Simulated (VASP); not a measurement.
# Ti (P6_3/mmc) in VASP: notebook

The runs below take Ti through relaxation of shape and atoms at fixed volume, relaxation of cell and atoms, with PBE, LDA.

Program: VASP 6.6.1. These are calculated values, not measurements. Logs are shortened: lines on timing, memory, paths and dates and some standing lists are left out, and cuts for length are marked.

### Step 1. Starting point

It takes space group P6_3/mmc (No. 194, hexagonal). The conventional cell has a = 2.937 Å, b = 2.937 Å, c = 4.645 Å, α = 90.00°, β = 90.00°, γ = 120.00°. Ti (site symmetry -6m2) has 12 Ti at 2.88 to 2.94 Å as nearest neighbours.

### Step 2. Relaxation of shape and atoms at fixed volume, PBE

INCAR

```
PREC     = Accurate       # precision mode
ENCUT    = 600            # plane-wave cutoff, eV
EDIFF    = 1E-7           # SCF threshold, eV
ISMEAR   = 1              # smearing method
SIGMA    = 0.1            # smearing width, eV
LREAL    = F              # projectors in reciprocal space
LASPH    = T              # aspherical terms in the spheres
NELM     = 80             # most SCF steps
ALGO     = Fast           # electronic algorithm
ISIF     = 4              # what is computed and relaxed
LWAVE    = F              # write WAVECAR
LCHARG   = F              # write CHGCAR
GGA      = PE             # functional
IBRION   = 2              # ionic algorithm
NSW      = 40             # ionic steps
EDIFFG   = -0.01          # ionic threshold
```

KPOINTS

```
regular mesh
0
Gamma
  15 15 8
```

POSCAR

```
Ti                                      
1.0
    2.9370759210      0.0000000000      0.0000000000
   -1.4685379605      2.5435823605     -0.0000000000
    0.0000000000     -0.0000000000      4.6450859684
  Ti            
     2
Direct
     0.3333333332999970    0.6666666667000030    0.2500000000000000
     0.6666666667000030    0.3333333332999970    0.7500000000000000
```

Potentials or basis: VASP PAW PBE potentials, release 64 (Ti_sv).

The run is started by

```console
$ cat potpaw_PBE.64/Ti_sv/POTCAR > POTCAR
$ mpirun -np 1 vasp_std > vasp.out
```

OUTCAR:

```text
PREC = Accurate
   ENCUT = 600
   EDIFF = 1E-7
   ISMEAR = 1
   LREAL = F
   LASPH = T
   NELM = 80
   ISIF = 4
   GGA = PE
   IBRION = 2
   NSW = 40
   EDIFFG = -0.01

 ion  position               nearest neighbor table
   1  0.333  0.667  0.250-   2 2.88   2 2.88   2 2.88   2 2.88   2 2.88   2 2.88
   2  0.667  0.333  0.750-   1 2.88   1 2.88   1 2.88   1 2.88   1 2.88   1 2.88

  LATTYP: Found a hexagonal cell.
 ALAT       =     2.9370759210
 C/A-ratio  =     1.5815341834

  Lattice vectors:

 A1 = (   2.9370759210,   0.0000000000,   0.0000000000)
 A2 = (  -1.4685379605,   2.5435823605,   0.0000000000)
 A3 = (   0.0000000000,   0.0000000000,   4.6450859684)

Analysis of symmetry for initial positions (statically):
=====================================================================
 Subroutine PRICEL returns:
 Original cell was already a primitive cell.

 Routine SETGRP: Setting up the symmetry group for a
 hexagonal supercell.

 Subroutine GETGRP returns: Found 24 space group operations
 (whereof 12 operations were pure point group operations)
 out of a pool of 24 trial point group operations.

The static configuration has the point symmetry D_3d.
 The point group associated with its full space group is D_6h.

Analysis of symmetry for dynamics (positions and initial velocities):
=====================================================================
 Subroutine PRICEL returns:
 Original cell was already a primitive cell.

 Routine SETGRP: Setting up the symmetry group for a
 hexagonal supercell.

 Subroutine GETGRP returns: Found 24 space group operations
 (whereof 12 operations were pure point group operations)
 out of a pool of 24 trial point group operations.

The dynamic configuration has the point symmetry D_3d.
 The point group associated with its full space group is D_6h.

 Subroutine INISYM returns: Found 24 space group operations
 (whereof 12 operations are pure point group operations),
 and found     1 'primitive' translations

----------------------------------------------------------------------------------------

                                     Primitive cell

  volume of cell :      34.7020

  direct lattice vectors                    reciprocal lattice vectors
     2.937075921  0.000000000  0.000000000     0.340474685  0.196573151  0.000000000
    -1.468537960  2.543582360  0.000000000     0.000000000  0.393146302  0.000000000
     0.000000000  0.000000000  4.645085968     0.000000000  0.000000000  0.215281269

  length of vectors
     2.937075921  2.937075921  4.645085968     0.393146302  0.393146302  0.215281269

  position of ions in fractional coordinates (direct lattice)
     0.333333333  0.666666667  0.250000000
     0.666666667  0.333333333  0.750000000

  ion indices of the primitive-cell ions
   primitive index   ion index
                 1           1
                 2           2

----------------------------------------------------------------------------------------

 KPOINTS: regular mesh

Automatic generation of k-mesh.
 Grid dimensions read from file:
 generate k-points for:   15   15    8

 Generating k-lattice:

  Cartesian coordinates                     Fractional coordinates (reciprocal lattice)
     0.022698312  0.013104877  0.000000000     0.066666667  0.000000000  0.000000000
     0.000000000  0.026209753  0.000000000     0.000000000  0.066666667  0.000000000
     0.000000000  0.000000000  0.026910159     0.000000000  0.000000000  0.125000000

  Length of vectors
     0.026209753  0.026209753  0.026910159

  Shift w.r.t. Gamma in fractional coordinates (k-lattice)
     0.000000000  0.000000000  0.000000000

 Subroutine IBZKPT returns following result:
 ===========================================

 Found    135 irreducible k-points:

 Following reciprocal coordinates:
            Coordinates               Weight
  0.000000  0.000000  0.000000      1.000000
  0.066667  0.000000  0.000000      6.000000
  0.133333  0.000000  0.000000      6.000000
  0.200000 -0.000000  0.000000      6.000000
  0.266667  0.000000  0.000000      6.000000
  0.333333  0.000000  0.000000      6.000000
[... 16 lines left out ...]
  0.333333  0.200000  0.000000     12.000000
  0.400000  0.200000  0.000000      6.000000
 [... further k-points ...]
   k-points           NKPTS =    135   k-points in BZ     NKDIM =    135   number of bands    NBANDS=     16
   number of dos      NEDOS =    301   number of ions     NIONS =      2
   total plane-waves  NPLWV =  23040
   dimension x,y,z NGX =    24 NGY =   24 NGZ =   40
   dimension x,y,z NGXF=    48 NGYF=   48 NGZF=   80
   ions per type =               2
   NGX,Y,Z   is equivalent  to a cutoff of  13.58, 13.58, 14.32 a.u.
   NGXF,Y,Z  is equivalent  to a cutoff of  27.17, 27.17, 28.63 a.u.
 SYSTEM =  unknown system
   PREC   = accura    normal or accurate (medium, high low for compatibility)
   ISTART =      0    job   : 0-new  1-cont  2-samecut
   ICHARG =      2    charge: 1-file 2-atom 10-const
   ISPIN  =      1    spin polarized calculation?
   LNONCOLLINEAR =      F non collinear calculations
   LSORBIT =      F    spin-orbit coupling
   LASPH  =      T    aspherical Exc in radial PAW
   ENCUT  =  600.0 eV  44.10 Ry    6.64 a.u.   5.87  5.87  9.28*2*pi/ulx,y,z
   NELM   =     80;   NELMIN=  2; NELMDL= -5     # of ELM steps
   EDIFF  = 0.1E-06   stopping-criterion for ELM
   LREAL  =      F    real-space projection
   EDIFFG = -.1E-01   stopping-criterion for IOM
   NSW    =     40    number of steps for IOM
   IBRION =      2    ionic relax: 0-MD 1-quasi-New 2-CG
   NFREE  =      1    steps in history (QN), initial steepest desc. (CG)
   ISIF   =      4    stress and relaxation
   ISYM   =      2    0-nonsym 1-usesym 2-fastsym
   POTIM  = 0.5000    time-step for ionic-motion
   TEBEG  =    0.0;   TEEND  =   0.0 temperature during run
   PSTRESS=    0.0 pullay stress
   NELECT =      24.0000    total number of electrons
   NUPDOWN=      -1.0000    fix difference up-down
   EMIN   =  10.00;   EMAX   =-10.00  energy-range for DOS
   EFERMI =   0.00;   METHOD = LEGACY
   ISMEAR =     1;   SIGMA  =   0.10  broadening in eV -4-tet -1-fermi 0-gaus
   EFERMI_NEDOS =   21; number of points for ismear=-14 and -15
   IALGO  =     68    algorithm
   IMIX   =      4    mixing-type and parameters
     AMIX     =   0.40;   BMIX     =  1.00
     AMIX_MAG =   1.60;   BMIX_MAG =  1.00
  volume/ion in A,a.u.               =      17.35       117.09
  Fermi-wavevector in a.u.,A,eV,Ry     =   1.447750  2.735851 28.517552  2.095981
  Thomas-Fermi vector in A             =   2.565670
   LORBIT       =      0    0 simple, 1 ext, 2 COOP (PROOUT), +10 PAW based schemes
   GGA     = PE    functional components
   LHFCALC =     F    Hartree Fock is set to
   AEXX    =    0.0000 exact exchange contribution
   IVDW    =     0    specifies the selected vdW correction
   LEPSILON=     F    determine dielectric tensor
   LRPA    =     F    only Hartree local field effects (RPA)
 conjugate gradient relaxation of ions
 non-spin polarized calculation
 RMM-DIIS sequential band-by-band and
 Methfessel and Paxton  Order N= 1 SIGMA  =   0.10
  energy-cutoff  :      600.00
  volume of cell :       34.70
 maximum number of plane-waves:      1182
 NGX is ok and might be reduce to    24
   NGX = 11   NGY = 11   NGZ = 19

 number of electron      23.9999993 magnetization

 Free energy of the ion-electron system (eV)
  ---------------------------------------------------
  ext. energy  EPLUGINS =         0.00000000
  ---------------------------------------------------
  free energy    TOTEN  =       -15.67156937 eV

  energy without entropy =      -15.67201729  energy(sigma->0) =      -15.67171868

 E-fermi :   8.3553     XC(G=0): -11.5026

 val. band max:        8.3455476261   @ k =   0.0667   0.0000   0.5000
 cond. band min:       8.3562610980   @ k =   0.1333   0.0667   0.3750
 fundamental gap:      0.0107134719
 Fermi energy:         8.3552963495

 k-point     1 :       0.0000    0.0000    0.0000
  band No.  band energies     occupation
      1     -48.5179      2.00000
      2     -48.3799      2.00000
      3     -25.1121      2.00000
      4     -24.4610      2.00000
      5     -24.4610      2.00000
      6     -24.4002      2.00000
[... 8 lines left out ...]
     15       9.6200     -0.00000
     16       9.6202     -0.00000

 k-point     2 :       0.0667    0.0000    0.0000
  band No.  band energies     occupation
      1     -48.5135      2.00000
      2     -48.3782      2.00000
      3     -25.1023      2.00000
      4     -24.4810      2.00000
      5     -24.4677      2.00000
      6     -24.4044      2.00000
[... 8 lines left out ...]
     15       9.5597     -0.00000
     16       9.6983     -0.00000

 k-point     3 :       0.1333    0.0000    0.0000
  band No.  band energies     occupation
      1     -48.5010      2.00000
      2     -48.3735      2.00000
      3     -25.0738      2.00000
      4     -24.5377      2.00000
      5     -24.4863      2.00000
      6     -24.4384      2.00000
[... 8 lines left out ...]
     15       9.7005     -0.00000
     16       9.7259     -0.00000

 k-point     4 :       0.2000   -0.0000    0.0000
  band No.  band energies     occupation
      1     -48.4819      2.00000
      2     -48.3671      2.00000
      3     -25.0292      2.00000
      4     -24.6220      2.00000
      5     -24.5221      2.00000
      6     -24.5128      2.00000
[... 8 lines left out ...]
     15       9.5434     -0.00000
     16       9.8700     -0.00000
[... 324 lines left out ...]
 k-point    22 :       0.2667    0.2000    0.0000
  band No.  band energies     occupation
      1     -48.4095      2.00000
      2     -48.3544      2.00000
      3     -24.8357      2.00000
      4     -24.8255      2.00000
      5     -24.7677      2.00000
      6     -24.6181      2.00000
[... 8 lines left out ...]
     15       9.3817     -0.00000
     16      10.7683      0.00000

 k-point    23 :       0.3333    0.2000    0.0000
  band No.  band energies     occupation
      1     -48.3934      2.00000
      2     -48.3564      2.00000
      3     -24.8684      2.00000
      4     -24.7825      2.00000
      5     -24.7684      2.00000
      6     -24.6640      2.00000
[... 8 lines left out ...]
     15       9.5976     -0.00000
     16      11.1346      0.00000

 k-point    24 :       0.4000    0.2000    0.0000
  band No.  band energies     occupation
      1     -48.3863      2.00000
      2     -48.3585      2.00000
      3     -24.8834      2.00000
      4     -24.7630      2.00000
      5     -24.7567      2.00000
      6     -24.6864      2.00000
[... 8 lines left out ...]
     15       9.6850     -0.00000
     16      11.4192      0.00000

 [... further k-points ...]

------------------------ aborting loop because EDIFF is reached ----------------------------------------

  FORCE on cell =-STRESS in cart. coord.  units (eV):
  Direction    XX          YY          ZZ          XY          YZ          ZX
  --------------------------------------------------------------------------------------
  -------------------------------------------------------------------------------------
  Total       -0.0107459     -0.0107459     -0.0130481      0.0000000      0.0000000      0.0000000
  in kB       -0.4961345     -0.4961345     -0.6024244      0.0000000      0.0000000      0.0000000
  external PRESSURE =      -0.5315645 kB  Pullay stress =       0.0000000 kB

 VOLUME and BASIS-vectors are now :
 -----------------------------------------------------------------------------
  energy-cutoff  :      600.00
  volume of cell :       34.70
      direct lattice vectors                 reciprocal lattice vectors
     2.937075921  0.000000000  0.000000000     0.340474685  0.196573151  0.000000000
    -1.468537960  2.543582360  0.000000000     0.000000000  0.393146302  0.000000000
     0.000000000  0.000000000  4.645085968     0.000000000  0.000000000  0.215281269

 POSITION                                       TOTAL-FORCE (eV/Angst)
 -----------------------------------------------------------------------------------
     -0.00000      1.69572      1.16127        -0.000000      0.000000      0.000000
      1.46854      0.84786      3.48381         0.000000     -0.000000      0.000000
 -----------------------------------------------------------------------------------
    total drift:                               -0.000000      0.000000     -0.000000

  FREE ENERGIE OF THE ION-ELECTRON SYSTEM (eV)
  ---------------------------------------------------
  free  energy   TOTEN  =       -15.6715693700 eV

  energy  without entropy=      -15.6720172902  energy(sigma->0) =      -15.67171868

 reached required accuracy - stopping structural energy minimisation
```

It took 7.2 min on 1 thread of AMD EPYC 7R43 (Zen 3), shared host; peak memory 0.17 GiB.

What came out:

```
Free energy             : -15.6716 eV
Pressure after relaxing : -0.1 GPa
Band gap on the k mesh  : none (metal or under the smearing width)
```

Final structure:
```
Ti
1.0
     2.93708    0.00000    0.00000
    -1.46854    2.54358    0.00000
     0.00000    0.00000    4.64509
Ti
2
Direct
  0.33333 0.66667 0.25000
  0.66667 0.33333 0.75000
```

Caveat: the relaxation stopped at its first step, so nothing moved.

(Continued in part 2 of 2.)
